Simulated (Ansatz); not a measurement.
Calculated with Ansatz (gas phase, PBE0-D4/def2-TZVP geometries, no zero-point term in ΔE). CCSD(T)/CBS is the MP2 limit (def2-TZVPP, def2-QZVPP) plus CCSD(T) − MP2 in def2-TZVPP, frozen cores. This one scheme is used for every species. DFT in def2-TZVPP. No spin–orbit coupling; open shells (•) take unrestricted orbitals. def2 core potentials past Kr. For Sn outer-core shells are correlated without core-valence functions, which leaves a few kJ/mol of doubt a bond. Each species was taken in one conformer, which may not be the lowest.

`[NH2][SnH2][F]` + `F[C](F)F`• → `[NH2][SnH][F]`• + `FC(F)F`  (hydrogen abstraction from the Sn–H bond)

| species | ωB97X-V energy (Eh) |
| --- | --- |
| `[NH2][SnH2][F]` | -371.32933 |
| `F[C](F)F`• | -337.60414 |
| `[NH2][SnH][F]`• | -370.70364 |
| `FC(F)F` | -338.28251 |

Problem. Work out ΔE.

Solution. ΔE = (-370.70364) + (-338.28251) − (-371.32933) − (-337.60414) = -0.05268 Eh = -138.3 kJ/mol. CCSD(T)/CBS gives -145.3 kJ/mol.

Largest T1 diagnostic among the species: 0.018.

From PBE to PBE0 (25 % exact exchange), in def2-TZVPP and without D4, ΔE moves by +8.7 kJ/mol. In def2-TZVPP, CCSD(T) changes the Hartree–Fock value by −26.5 kJ/mol (the triples alone add −2.1 kJ/mol) and MP2 by −29.5 kJ/mol.
